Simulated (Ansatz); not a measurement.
# CoPtO2 (R-3m) in Ansatz: single point with PBE

Aim: the single point of CoPtO2 with PBE.

Everything below comes from runs of Ansatz 0.2.0. Logs are shortened: lines on timing, memory, paths and dates and some standing lists are left out, and cuts for length are marked.

**1. The structure**

Symmetry: R-3m, No. 166, trigonal system. Conventional cell: a = 2.825 Å, b = 2.825 Å, c = 17.818 Å, α = 90.00°, β = 90.00°, γ = 120.00°. Pt (site symmetry -3m) is surrounded by 2 O at 2.00 Å. Co (site symmetry -3m) has 6 O at 1.90 Å as nearest neighbours. O (site symmetry 3m) is surrounded by 3 Co at 1.90 Å and 1 Pt at 2.00 Å.

The cell is a database's computed one.

**2. Single point, PBE, collinear spin, ferromagnetic start**

input.yaml reads:

```yaml
crystal:
  lattice:
    - [1.4122699173, 0.8153744169, 5.9393891094]
    - [-1.4122699173, 0.8153744169, 5.9393891094]
    - [0.0, -1.6307488338, 5.9393891094]
  atoms:
    - { symbol: Pt, position: [0.0, 0.0, 0.0] }
    - { symbol: Co, position: [0.5, 0.5, 0.5], spin: 3.5 }
    - { symbol: O, position: [0.11224403, 0.11224403, 0.11224403] }
    - { symbol: O, position: [0.88775597, 0.88775597, 0.88775597] }
hamiltonian:
  xc: pbe
  pseudopotentials: { kind: paw }
magnetization:
  spin_polarized: true
kpoints:
  mp_grid: { grid: [11, 11, 11] }
scf:
  occupations: { method: fermi_dirac, width: 0.05 }
output:
  forces: true
  stress: true
  eigenvalues: true
  write_density: true
  write_potential: true
  elf: true
  volumetric_format: npy
```

Potentials or basis: Ansatz PAW.

Launch:

```bash
$ ansatz run input.yaml --threads 2 --pin off --max-ram 5120MiB --backend cpu --events-out ev --progress --plain --runs-dir out
```

The program printed:

```text
Warning: where an SCF of this run starts from atoms to list the orders of its open shells, Co (site 1, from 0) starts with 3.00 μB on its 3d shell, in the place of the 3.50 μB that the deck gives it: its open shells can hold no more by Hund's first rule. To start from spheres of the given moment, type scf.initial_density.shell_occupations: []
Warning: RAYON_NUM_THREADS=2 ignored (pool sized by the plan → 2); use --threads N
basis.fft_grid_basis auto: the FFT boxes are laid along the combinations [[1, -1, 0], [0, 1, 0], [0, -1, 1]] of the cell's own vectors, 2.825, 6.159 and 2.825 Å long. The dense box has 20×45×20 points. Along the cell's own vectors, as sized, it would have 45×45×45, 5.06 times as many. Of the 12 symmetry operations that the crystal satisfies within crystal.symmetry.tolerance (time reversal apart; of a slab, those that keep its plane) the dense box along the cell's own vectors carries 12, and the one as laid loses 8 of those. basis.fft_grid_basis: typed keeps the cell's own vectors: state it where this run's energies or levels are differenced outside the engine with another run's, or held beside a run that keeps those vectors. Those combinations have planes normal to reciprocal vector 3, as the cell's own vectors have. Each planar average written beside output.write_density, output.write_potential has a row for each plane of the box: 20. The volumetric files lie along those combinations, not along the cell's own vectors: a cube or XSF file states them, and fields.json those of NumPy files.
Engine: ansatz 0.2.0, aarch64-unknown-linux-gnu
Pseudopotentials: kind: paw
Pseudopotential: Pt, paw, valence charge 18, recommended cutoff 420 eV (normal), Pt.paw.azcp
Pseudopotential: Co, paw, valence charge 17, recommended cutoff 420 eV (normal), Co.paw.azcp
Pseudopotential: O, paw, valence charge 6, recommended cutoff 420 eV (normal), O.paw.azcp
Functional definition: PBE
  parameter kappa = 0.804
  parameter beta = 0.06672455060314922
  exchange = pbe_x(kappa = kappa, mu = beta*pi^2/3)
  correlation = pbe_c(beta = beta)
Crystal: 4 atoms, lattice volume = 41.036 Å³
Basis set: ecut = 420 eV, 805 PW (Γ), FFT grids on a1−a2, a2, −a2+a3, exchange–correlation on 40×90×40 points (8 copies of the dense FFT grid, shifted against one another)
Bands: 31, of which v1, the nominal top of the filled ones, is band 24 counted from 1 (23 counted from 0)
Symmetry: 12 space group operations
Space group: R-3m (ITA 166), of the structure as read, at distance tolerance 3.4e-5 Å
Magnetic group: BNS 166.97 (UNI 1327), of the structure as read, at distance tolerance 3.4e-5 Å
k-points: 146 of 1331
Non-local potential: Pt, projectors of the file, l = 0: 3, l = 1: 2, l = 2: 2, l = 3: 1
Non-local potential: Co, projectors of the file, l = 0: 3, l = 1: 2, l = 2: 3, l = 3: 1
Non-local potential: O, projectors of the file, l = 0: 2, l = 1: 2, l = 2: 1
PAW form: soft (Blöchl's): semilocal exchange-correlation on the pseudo side does not see the compensation charge
PAW one-centre angular grid: Pt, 590 points (default); XC on 64 Gauss nodes
PAW one-centre angular grid: Co, 590 points (default); XC on 64 Gauss nodes
PAW one-centre angular grid: O, 110 points (default); XC on 64 Gauss nodes
Initial density: superposition of atomic densities (chi_scale 0.1, normalization cell, long waves kept (reshape's long-wave potential 0.28 eV rms))
Starting moments: Σ|m| = 3.5 μB on 1 of 4 sites
Initial wavefunctions: pseudopotential atomic-orbital guess
Functional: x = pbe(κ = 0.804, μ = 0.2195149727645171), c = pbe(β = 0.06672455060314922)
SCF iter   1: F=—  HF=-18781.668643 eV  |F-HF|=—  |Δ(HF+E_count)|=         —  Δρ=2.53e-1 (↑1.61e-1 ↓2.53e-1)  dr2=5.57e0  dr2_m=1.50e1  M=0.024 μB ∫|m|=0.354 μB  β_m=0.30  ethr=3.10e-3  ⟨swp⟩=5.4  Hψ=32821  notcnv=0
Mixer restart at iter 1: flushing history
preconditioner: auto → Kerker (q_TF=auto, 2.791 Å⁻¹)  [metal: Δε(μ)=0.043 eV  Ē_g=12.710 eV  σ=0.050 eV  W_gap=0.21  n_scr=16 (ndim 8)  ℏωp=32.3 eV  f_vac=0.000  D(μ)=0.76/eV (n_scr^D=2)]
spin=Collinear: Kerker preconditioning applied to the charge; magnetization (m = ρ↑ − ρ↓) channel mixes plain (no charge-response kernel on spin).
SCF iter   2: F=—  HF=-18782.416372 eV  |F-HF|=—  |Δ(HF+E_count)|=   7.48e-1  Δρ=1.65e-1 (↑1.38e-1 ↓1.65e-1)  dr2=1.60e0  dr2_m=8.00e0  M=0.002 μB ∫|m|=0.246 μB  β_m=0.65  ethr=3.10e-3  ⟨swp⟩=2.2  Hψ=15744  notcnv=0  defer=450
preconditioner: auto → none  [insulator: Δε(μ)=0.225 eV  Ē_g=12.833 eV  σ=0.050 eV  W_gap=0.81  n_scr=16 (ndim 8)  ℏωp=32.3 eV  f_vac=0.000  D(μ)=0.23/eV (n_scr^D=0)  ε∞_Penn≈7.3]
SCF iter   3: F=—  HF=-18784.561208 eV  |F-HF|=—  |Δ(HF+E_count)|=    2.14e0  Δρ=1.47e-1 (↑1.47e-1 ↓1.37e-1)  dr2=3.60e1  dr2_m=1.66e-2  M=0.212 μB ∫|m|=0.263 μB  β_m=0.43  ethr=3.10e-3  ⟨swp⟩=2.4  Hψ=20006  notcnv=0  defer=473  recentre
SCF iter   4: F=—  HF=-18782.707500 eV  |F-HF|=—  |Δ(HF+E_count)|=    1.85e0  Δρ=3.44e-2 (↑3.44e-2 ↓2.94e-2)  dr2=2.66e0  dr2_m=7.64e-3  M=-0.001 μB ∫|m|=0.043 μB  β_m=0.34  ethr=3.10e-3  ⟨swp⟩=3.0  Hψ=21157  notcnv=0  defer=392
SCF iter   5: F=—  HF=-18782.409584 eV  |F-HF|=—  |Δ(HF+E_count)|=   2.98e-1  Δρ=1.85e-2 (↑1.85e-2 ↓1.26e-2)  dr2=2.41e-1  dr2_m=4.39e-3  M=-0.001 μB ∫|m|=0.036 μB  β_m=0.40  ethr=3.10e-3  ⟨swp⟩=2.0  Hψ=12848  notcnv=0  defer=634
SCF iter   6: F=—  HF=-18782.424053 eV  |F-HF|=—  |Δ(HF+E_count)|=   1.45e-2  Δρ=8.74e-3 (↑8.74e-3 ↓5.69e-3)  dr2=7.17e-2  dr2_m=1.16e-3  M=-0.000 μB ∫|m|=0.022 μB  β_m=0.70  ethr=5.12e-4  ⟨swp⟩=2.1  Hψ=14062  notcnv=0  defer=570
SCF iter   7: F=—  HF=-18782.448938 eV  |F-HF|=—  |Δ(HF+E_count)|=   2.49e-2  Δρ=6.02e-3 (↑6.02e-3 ↓4.81e-3)  dr2=4.62e-2  dr2_m=1.74e-4  M=-0.000 μB ∫|m|=0.007 μB  β_m=0.85  ethr=1.53e-4  ⟨swp⟩=2.9  Hψ=16802  notcnv=0  defer=565
SCF iter   8: F=—  HF=-18782.446770 eV  |F-HF|=—  |Δ(HF+E_count)|=   2.17e-3  Δρ=1.88e-3 (↑1.88e-3 ↓1.20e-3)  dr2=7.11e-3  dr2_m=1.24e-4  M=0.000 μB ∫|m|=0.003 μB  β_m=0.69  ethr=9.82e-5  ⟨swp⟩=2.0  Hψ=11665  notcnv=0  defer=565
SCF iter   9: F=—  HF=-18782.445964 eV  |F-HF|=—  |Δ(HF+E_count)|=   8.06e-4  Δρ=9.05e-4 (↑9.05e-4 ↓4.17e-4)  dr2=1.35e-3  dr2_m=3.95e-5  M=0.000 μB ∫|m|=0.002 μB  β_m=0.83  ethr=1.51e-5  ⟨swp⟩=1.7  Hψ=11589  notcnv=0  defer=430
SCF iter  10: F=—  HF=-18782.445790 eV  |F-HF|=—  |Δ(HF+E_count)|=   1.74e-4  Δρ=3.14e-4 (↑3.14e-4 ↓1.43e-4)  dr2=8.50e-5  dr2_m=4.57e-6  M=0.000 μB ∫|m|=0.001 μB  β_m=0.77  ethr=2.86e-6  ⟨swp⟩=1.0  Hψ=9062  notcnv=0  defer=429
SCF iter  11: F=—  HF=-18782.445891 eV  |F-HF|=—  |Δ(HF+E_count)|=   1.01e-4  Δρ=5.79e-5 (↑5.79e-5 ↓2.95e-5)  dr2=2.22e-6  dr2_m=2.54e-7  M=0.000 μB ∫|m|=0.000 μB  β_m=0.85  ethr=1.81e-7  ⟨swp⟩=2.5  Hψ=13234  notcnv=0  defer=428
SCF iter  12: F=—  HF=-18782.445892 eV  |F-HF|=—  |Δ(HF+E_count)|=   8.39e-7  Δρ=2.09e-5 (↑1.34e-5 ↓2.09e-5)  dr2=3.34e-7  dr2_m=2.19e-8  M=0.000 μB ∫|m|=0.000 μB  β_m=0.73  ethr=4.72e-9  ⟨swp⟩=2.1  Hψ=13828  notcnv=0  defer=428
SCF iter  13: F=—  HF=-18782.445892 eV  |F-HF|=—  |Δ(HF+E_count)|=   9.19e-8  Δρ=7.55e-6 (↑7.55e-6 ↓2.75e-6)  dr2=4.49e-8  dr2_m=3.48e-9  M=-0.000 μB ∫|m|=0.000 μB  β_m=0.83  ethr=7.10e-10  ⟨swp⟩=2.0  Hψ=12866  notcnv=0  defer=428
SCF iter  14: F=—  HF=-18782.445892 eV  |F-HF|=—  |Δ(HF+E_count)|=   7.69e-9  Δρ=2.58e-6 (↑1.61e-6 ↓2.58e-6)  dr2=8.48e-9  dr2_m=3.46e-10  M=-0.000 μB ∫|m|=0.000 μB  β_m=0.67  ethr=9.56e-11  ⟨swp⟩=2.2  Hψ=11742  notcnv=0  defer=428
SCF iter  15: F=—  HF=-18782.445892 eV  |F-HF|=—  |Δ(HF+E_count)|=   1.26e-9  Δρ=1.08e-6 (↑1.08e-6 ↓1.01e-6)  dr2=2.91e-9  dr2_m=7.28e-11  M=-0.000 μB ∫|m|=0.000 μB  β_m=0.59  ethr=1.80e-11  ⟨swp⟩=10.6  Hψ=53289  notcnv=0
SCF iter  16: F=-18782.445892 eV  HF=-18782.445892 eV  |F-HF|=3.20e-10  |Δ(HF+E_count)|=  2.62e-10  Δρ=4.37e-7 (↑3.56e-7 ↓4.37e-7)  dr2=3.38e-10  dr2_m=1.46e-11  M=-0.000 μB ∫|m|=0.000 μB  ethr=6.20e-12  ⟨swp⟩=6.0  Hψ=37177  notcnv=0
SCF 1 converged in 16 iterations: F = -18782.445892 eV  dr2 = 3.38e-10
WARN: the starting moments were not kept: the SCF closed with an absolute magnetisation of 4.2e-6 μB, where they sum to 3.5 μB in size (1 site). That is at most 0.1 of that sum. Measured as dr2_m measures the in/out step, that magnetisation stands 6.8e-12 eV from none, at or under the dr2_threshold of 1.0e-7 eV: it is no larger than a step whose dr2_m would equal this threshold. The system may hold no moment; this SCF shows only that its start led to no more than that. To try another start: raise the starting moments (crystal.atoms[].spin, magnetization.per_species, magnetization.initial_magnetization, or on a non-collinear deck that types none of these the spinor_matrix: blocks that start its atoms; where the total moment is fixed, keep their sum and leave initial_magnetization as it is; typed ones take the place of any that the run laid by itself, positive ones on a crystal's lanthanoids without a Hubbard term where scf.initial_density.shell_occupations: [] is typed) or, if the notice of its spin-set hold's release reads "site moments contracting" or "site moments show no strong build", lengthen the hold (scf.mixing.spin_hold: { on: { confirm: 4 } }; for m-r²SCAN on two components see the key's manual first). Each may lead to a state that holds a moment. A second SCF, from the converged charge density, with the starting moments and any scf.initial_density.shell_occupations laid on it anew, would have followed, and was not run: the deck does not ask for one (magnetization.retry_lost_moments is false, the default). To let it run, set magnetization.retry_lost_moments: true and run the deck again, where that key's refused combinations let it; where memory then withholds it, that run's warning says so.
SCF converged after 16 iterations
Magnetization: -0.0000 μB (23.5000 up, 23.5000 down)
Absolute magnetization: 0.0000 μB (∫|ρ↑−ρ↓|, with the PAW one-centre terms)
Spin contamination: 0.0000 ħ² per cell (⟨S²⟩ above its minimum at these occupations)
Per-site moments (μB) at R_I (Å): [(-2.680558773649045e-7, 0.8249929496042441), (7.407924441850667e-7, 0.7826291999317879), (-7.30394420534606e-7, 0.782629199931788), (-7.303944205698886e-7, 0.7826291999317879)]
Free energy (F): -18782.445892 eV
Harris-Foulkes:  -18782.445892 eV  (|F-HF|=3.20e-10)
Internal energy: -18782.442387 eV  (E = F + TS)
E sigma→0 (E₀):  -18782.444139 eV
Entropy (-TS):   -0.003505 eV (-0.876 meV/atom)
Fermi energy:    16.644401 eV
--- Per-component energies (eV) ---
  E_band       = -473.374285
  E_kinetic    = 1438.796582
  E_local      = -5687.260701  (includes V_loc(G=0)·N_el)
  E_nonlocal   = 752.091816
  E_hartree    = 2280.533160
  E_xc         = -566.575818
  E_vxc        = -694.176804  (∫ρ·V_xc dr)
  E_paw        = -11283.281213  (= ΣΔE_a)
  E_vpaw       = -843.895791  (= ΣTr[D̂ρ^β])
  E_aug_tail   = 0.005001  (compensation charges beyond the density's cutoff)
  E_ewald      = -5716.751213
  E_smearing   = -0.003505  (= −TS)
  E_closure    = 0.000000  (closes the sum)
  Σ components = -18782.445892   (vs F -18782.445892, Δ=0.00e0)
--- Forces (eV/Å), atoms counted from 1 ---
  atom   1  Pt     0.00000000    -0.00000000     0.00000000
  atom   2  Co    -0.00000000    -0.00000000     0.00000000
  atom   3  O      0.00000000    -0.00000000    -0.09620576
  atom   4  O     -0.00000000     0.00000000     0.09620576
  max |Σ_I F_I| component: 1.00e-30 eV/Å
--- Stress (GPa, compression-positive) ---
        6.340461       0.000000       0.000000
        0.000000       6.340461       0.000000
       -0.000000       0.000000       5.120172
  P = ⅓ Tr σ = 5.9337 GPa (59.337 kbar)
--- Band table (eV; the first three rows and the last of 292) ---
  k-point 0 ↑: bands = ["-82.0820", "-79.1307", "-42.4146", "-42.4146", "-42.3867", "-36.7110", "-35.9589", "-35.9589", "-5.0894", "-3.1541", "6.8731", "9.5407", "10.0099", "10.0099", "11.9683", "13.2232", "13.2232", "13.4356", "13.4356", "14.6411", "14.6411", "14.9877", "14.9877", "15.0527", "18.4578", "18.4578", "19.3505", "22.0889", "25.5453", "28.1587", "32.2325"]
  k-point 1 ↑: bands = ["-82.0807", "-79.1301", "-42.4208", "-42.4161", "-42.3858", "-36.7083", "-35.9821", "-35.9646", "-4.9924", "-3.1463", "6.9966", "9.7311", "9.7784", "10.0559", "12.1964", "12.7137", "12.9438", "13.3316", "13.6562", "14.5481", "14.6927", "14.9366", "15.1082", "15.1417", "18.2695", "18.3811", "19.4854", "22.5864", "25.7753", "28.5677", "32.3983"]
  k-point 2 ↑: bands = ["-82.0772", "-79.1285", "-42.4374", "-42.4200", "-42.3832", "-36.7009", "-36.0440", "-35.9801", "-4.7204", "-3.1287", "7.3259", "9.2407", "10.1798", "10.3020", "11.7458", "12.4366", "12.4540", "13.1501", "14.1134", "14.2266", "14.6957", "14.9493", "15.2931", "15.4894", "17.8884", "18.1949", "19.7513", "23.7604", "26.4074", "29.5993", "31.3040"]
  k-point 145 ↓: bands = ["-82.0807", "-79.1301", "-42.4208", "-42.4161", "-42.3857", "-36.7084", "-35.9821", "-35.9646", "-4.7508", "-3.5211", "8.5895", "9.0656", "9.9634", "10.1979", "10.5970", "12.0500", "12.3836", "13.3097", "13.6449", "14.7059", "14.7819", "15.5282", "15.8602", "15.8603", "17.8225", "17.9847", "20.6057", "21.6025", "25.7031", "28.2979", "32.2627"]
```

Wall time 18 s (2 threads of Arm Neoverse V2, shared host); peak memory 0.56 GiB.

Results:

```
Free energy            : -18782.4459 eV
Pressure               : 5.9 GPa
Largest force          : 0.096 eV/Å
Band gap on the k mesh : none (metal or under the smearing width)
Net moment             : 0.00 μB per cell
Absolute moment        : 0.00 μB per cell
```

Forces in eV/Å, atoms in the order of the input:
```
Pt   0.000  0.000  0.000
Co   0.000  0.000  0.000
O    0.000  0.000 -0.096
O    0.000  0.000  0.096
```

Stress tensor (GPa, compression positive):
```
6.34 0.00 0.00
0.00 6.34 0.00
0.00 0.00 5.12
```

Caveat: the starting moments collapsed, and a magnetic state may lie lower; the pressure holds a Pulay correction of +0.7 GPa for the finite cutoff; semilocal functionals often make such compounds metallic where correlation or magnetic order opens a gap, which also shifts bond lengths; the starting moments weren't kept.
